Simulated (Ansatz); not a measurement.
Reaction (ligand exchange at the Si–O bond): `C[SiH2]OC(C)=O` + `[CH3][AlH][OH]` → `[CH3][AlH][O][SiH2]C` + `CC(=O)O`

Calculated with Ansatz (gas phase, PBE0-D4/def2-TZVP geometries, no zero-point term in ΔE). CBS: MP2 limit from def2 TZ/QZ plus the TZ coupled-cluster correction, frozen cores. One conformer a species, not always the lowest.

| species | CCSD(T)/CBS(def2) energy (Eh) |
| --- | --- |
| `C[SiH2]OC(C)=O` | -558.46545 |
| `[CH3][AlH][OH]` | -358.31021 |
| `[CH3][AlH][O][SiH2]C` | -687.91022 |
| `CC(=O)O` | -228.87529 |

Question: Work out ΔE.

Answer: ΔE = (-687.91022) + (-228.87529) − (-558.46545) − (-358.31021) = -0.00985 Eh = -6.2 kcal/mol.

Largest T1 diagnostic among the species: 0.015.

In def2-TZVPP, CCSD(T) changes the Hartree–Fock value by +2.5 kcal/mol (the triples alone add +0.5 kcal/mol) and MP2 by +2.7 kcal/mol.
